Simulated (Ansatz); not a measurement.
# BP: the cost of one run

Computed with Ansatz 0.2.0 (DFT PBE, scalar-relativistic, plane waves, PAW, unless a step's input says otherwise).

3 further runs of the same task are left out: 3 set aside as unsound or not needed.

## Step 1: Starting point

The structure is cubic, space group F-43m (No. 216). Conventional cell: a = 4.548 Å, b = 4.548 Å, c = 4.548 Å, α = 90.00°, β = 90.00°, γ = 90.00°. B (site symmetry -43m) has 4 P at 1.97 Å as nearest neighbours. P (site symmetry -43m) is surrounded by 4 B at 1.97 Å.

As a file:

```
B P
1.0
     0.00000    2.27419    2.27419
     2.27419    0.00000    2.27419
     2.27419    2.27419    0.00000
B P
1 1
Direct
  0.00000 0.00000 0.00000
  0.75000 0.75000 0.75000
```

This cell was relaxed beforehand with the same method: volume 11.76 Å³/atom, gap on the mesh 1.25 eV.

## Step 2: Zone-centre modes

input.yaml

```yaml
crystal:
  lattice:
    - [0.0, 2.2888264152, 2.2888264152]
    - [2.2888264152, 0.0, 2.2888264152]
    - [2.2888264152, 2.2888264152, 0.0]
  atoms:
    - { symbol: B, position: [0.0, 0.0, 0.0] }
    - { symbol: P, position: [0.75, 0.75, 0.75] }
basis:
  ecutwfc: 420
kpoints:
  mp_grid: { grid: [10, 10, 10] }
hamiltonian:
  xc: pbe
scf:
  occupations: { method: fixed }
output:
  eigenvalues: true
phonons:
  method: dfpt
  dielectric: true
  rigid_motions: translations
  eigenvectors: true
```

The run is started by

```console
$ ansatz run input.yaml --threads 1 --pin off --max-ram 3072MiB --backend cpu --events-out ev --progress --plain --runs-dir out
```

**Question.** How long does this run take on 1 thread of Intel Xeon at 2.50GHz (Skylake/Cascade Lake), shared host, and how much memory does it need?

About 59 s, with a peak of 0.49 GiB.
